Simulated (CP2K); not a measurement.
The system is TiPt3.

```
CELL_PARAMETERS angstrom
3.89700 0.00000 0.00000
0.00000 3.89700 0.00000
0.00000 0.00000 3.89700
ATOMIC_POSITIONS crystal
Pt 0.50000 0.50000 0.00000
Pt 0.50000 0.00000 0.50000
Pt 0.00000 0.50000 0.50000
Ti 0.00000 0.00000 0.00000
```

```yaml
Program: CP2K 2026.2
Task: single point
Functional: PBEsol
Potentials_or_basis: POTENTIAL_UZH Pt GTH-PBE-q18, Ti GTH-PBE-q12; TZVP-MOLOPT-PBE-GTH basis
Density_cutoff: 6123 eV
k_mesh: 7 × 7 × 7
Occupations: fermi-dirac, width 0.05 eV
Spin: no spin polarisation
```

On this cell: pressure 0.9 GPa; largest force zero by symmetry; band gap on the k mesh none (metal or under the smearing width).

The same run follows on a disturbed copy (atoms moved at random, drawn with an rms of 0.05 Å):

```
CELL_PARAMETERS angstrom
3.89700 0.00000 0.00000
0.00000 3.89700 0.00000
0.00000 0.00000 3.89700
ATOMIC_POSITIONS crystal
Pt 0.49329 0.49556 0.01067
Pt 0.50381 0.99229 0.48674
Pt 0.00851 0.50969 0.50900
Ti 0.98699 0.00532 0.00448
```

**Question.** What changes?

**Answer.** The energy (extrapolated to zero smearing) moves by +19.9 meV/atom; pressure 1.9 GPa; largest force 1.055 eV/Å; band gap on the k mesh none (metal or under the smearing width).

Forces on the atoms (eV/Å):
```
Pt   0.373 -0.038 -0.771
Pt   0.010  0.652  0.830
Pt  -0.659 -0.522  0.034
Ti   0.269 -0.102 -0.101
```

Stress tensor (GPa, compression positive):
```
 1.63  0.07 -0.22
 0.07  2.02  0.06
-0.22  0.06  1.90
```

Caveats: the potentials were made for another functional, which shifts forces and pressure; the basis of atomic orbitals isn't converged, which shifts pressures, moduli and gaps.
